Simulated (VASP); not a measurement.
Write the native input for VASP 6.6.1 that does the following.

```
Task                   : relaxation of cell and atoms
Functional             : PBEsol
Potentials or basis    : VASP PAW PBE potentials, release 64 (Te, Pb_d)
Cutoff                 : 600 eV
k mesh                 : 8 × 8 × 8
Occupations            : gaussian, width 0.03 eV
Spin                   : no spin polarisation
Further INCAR settings : ALGO = Normal; EDIFF = 1e-06; IBRION = 2; EDIFFG = -0.01; NSW = 90; ISIF = 3
```

The structure of TePb lies in POSCAR:

```
TePb
1.0
    0.0000000000      3.2310000000      3.2310000000
    3.2310000000      0.0000000000      3.2310000000
    3.2310000000      3.2310000000      0.0000000000
Te Pb
1 1
Direct
    0.5000000000      0.5000000000      0.5000000000
    0.0000000000      0.0000000000      0.0000000000
```

These files were run (other wordings do the same):

INCAR

```
SYSTEM = TePb
PREC = Accurate
ENCUT = 600
EDIFF = 1E-6
ISMEAR = 0
SIGMA = 0.03
LREAL = .False.
LASPH = .True.
NELM = 80
ALGO = Normal
ISIF = 3
LWAVE = .False.
LCHARG = .False.
GGA = PS
IBRION = 2
NSW = 90
EDIFFG = -0.01
KPAR = 4
```

KPOINTS

```
Automatic mesh
0
Gamma
  8 8 8
  0 0 0
```

Potentials or basis: VASP PAW PBE potentials, release 64 (Te, Pb_d).

Run with:

```bash
$ cat potpaw_PBE.64/Te/POTCAR potpaw_PBE.64/Pb_d/POTCAR > POTCAR
$ mpirun -np 4 vasp_std > vasp.out
```

Results of the run:

The relaxed volume is 33.44 Å³/atom, the relaxed cell is a = 4.556 Å, b = 4.556 Å, c = 4.556 Å, α = 60.00°, β = 60.00°, γ = 60.00° and the space group after relaxing (to 0.05 Å) is Fm-3m (No. 225). The energy gained by relaxing is 0.3 meV/atom and the ionic steps are 3. The pressure after relaxing is 0.0 GPa and the band gap on the k mesh is 0.65 eV, direct.

Caveat: the PAW data sets were made with another functional, which shifts forces and pressure a little; spin-orbit coupling is left out, which as a rule narrows the gap of such compounds by several tenths of an eV.

Wall time 29 s on 4 MPI ranks on Intel(R) Xeon(R) Platinum 8375C CPU @ 2.90GHz (Ice Lake), on a shared host, peak memory 0.25 GiB a rank.
